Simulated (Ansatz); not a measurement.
Molecular dynamics on a 2×2×2 supercell (16 atoms) of AgBr (Fm-3m), relaxed with r2SCAN. Forces come from PBE in Ansatz 0.2.0: a Nosé-Hoover thermostat at fixed volume, 800 K, steps of 2 fs. Computed, non-magnetic; the trajectory is short and the cell small, so nothing here is a converged average.

```yaml
crystal:
  lattice:
    - [0.0, 5.7855245727, 5.7855245727]
    - [5.7855245727, 0.0, 5.7855245727]
    - [5.7855245727, 5.7855245727, 0.0]
  atoms:
    - { symbol: Ag, position: [0.0, 0.0, 0.0] }
    - { symbol: Br, position: [0.25, 0.25, 0.25] }
    - { symbol: Ag, position: [0.0, 0.0, 0.5] }
    - { symbol: Br, position: [0.25, 0.25, 0.75] }
    - { symbol: Ag, position: [0.0, 0.5, 0.0] }
    - { symbol: Br, position: [0.25, 0.75, 0.25] }
    - { symbol: Ag, position: [0.0, 0.5, 0.5] }
    - { symbol: Br, position: [0.25, 0.75, 0.75] }
    - { symbol: Ag, position: [0.5, 0.0, 0.0] }
    - { symbol: Br, position: [0.75, 0.25, 0.25] }
    - { symbol: Ag, position: [0.5, 0.0, 0.5] }
    - { symbol: Br, position: [0.75, 0.25, 0.75] }
    - { symbol: Ag, position: [0.5, 0.5, 0.0] }
    - { symbol: Br, position: [0.75, 0.75, 0.25] }
    - { symbol: Ag, position: [0.5, 0.5, 0.5] }
    - { symbol: Br, position: [0.75, 0.75, 0.75] }
kpoints:
  mp_grid: { grid: [2, 2, 2] }
hamiltonian:
  xc: pbe
scf:
  occupations: { method: fermi_dirac, width: 0.069 }
md:
  ensemble: nvt_nose_hoover
  temperature: 800
  timestep: 2.0
  n_steps: 30
  initial_velocities: maxwell_boltzmann
  seed: 2625
```

Run as `ansatz run input.yaml --threads 4 --pin off --max-ram 3686MiB --backend cpu --events-out ev --progress --plain --runs-dir out`. It took 64 s on 4 threads of Intel(R) Xeon(R) Platinum 8488C (Sapphire Rapids), on a shared host, load about 0.3 per core; peak host memory 1.5 GiB.

```tsv
step	t (fs)	T (K)	free energy F from step 0 (meV/atom)	kinetic energy (meV/atom)	largest force (eV/Å)
0	0	800	0.0	96.9	0.00
1	2	800	0.1	96.9	0.03
2	4	798	0.2	96.7	0.06
3	6	796	0.5	96.5	0.09
4	8	793	0.8	96.1	0.12
5	10	789	1.3	95.6	0.14
6	12	785	1.9	95.1	0.17
7	14	779	2.5	94.4	0.19
8	16	773	3.3	93.7	0.22
9	18	766	4.1	92.8	0.24
10	20	759	5.1	91.9	0.27
11	22	750	6.1	90.9	0.29
12	24	741	7.2	89.8	0.31
13	26	732	8.3	88.7	0.33
14	28	722	9.6	87.5	0.35
15	30	712	10.9	86.3	0.37
16	32	701	12.2	84.9	0.39
17	34	690	13.6	83.6	0.41
18	36	679	15.0	82.2	0.43
19	38	667	16.5	80.8	0.45
20	40	655	18.0	79.4	0.46
21	42	643	19.5	78.0	0.48
22	44	632	21.1	76.5	0.50
23	46	620	22.6	75.1	0.52
24	48	608	24.1	73.7	0.54
25	50	597	25.7	72.3	0.55
26	52	586	27.1	71.0	0.57
27	54	575	28.6	69.7	0.58
28	56	565	30.0	68.5	0.60
29	58	555	31.4	67.3	0.61
30	60	546	32.7	66.2	0.62
```

The temperature goes from 800 K to 546 K in 60 fs. The thermostat hasn't had time to restore it. The atoms start on their lattice sites with kinetic energy alone, so much of it first passes into potential energy. By the last step the atoms have moved 0.25 Å in the root mean square, the drift of the whole cell taken out, 0.40 Å at most.

Positions (Å) and forces (eV/Å) at step 30:
```
Ag  -0.155  -0.014   0.059     0.304   0.080   0.093
Br   3.020   2.833   2.934     0.063   0.482  -0.137
Ag   2.850   2.686  -0.057    -0.308   0.196   0.442
Br   5.936   6.159   2.952    -0.332  -0.444   0.113
Ag   2.823  -0.154   2.878     0.194  -0.014   0.459
Br   5.605   2.872   5.687     0.170   0.133   0.015
Ag   5.959   2.859   2.757    -0.097   0.317  -0.068
Br   8.726   5.794   5.769    -0.542   0.100   0.024
Ag   0.202   3.135   2.660    -0.036   0.058   0.066
Br   2.871   5.699   6.027     0.044   0.088  -0.517
Ag   3.078   5.690   2.838    -0.012  -0.162   0.048
Br   5.559   8.777   5.620     0.524  -0.081   0.321
Ag   2.610   3.054   5.859     0.064  -0.473  -0.084
Br   5.760   5.942   8.735     0.125  -0.444  -0.094
Ag   5.833   5.689   5.926     0.016   0.074  -0.163
Br   8.729   8.476   8.859    -0.179   0.091  -0.519
```
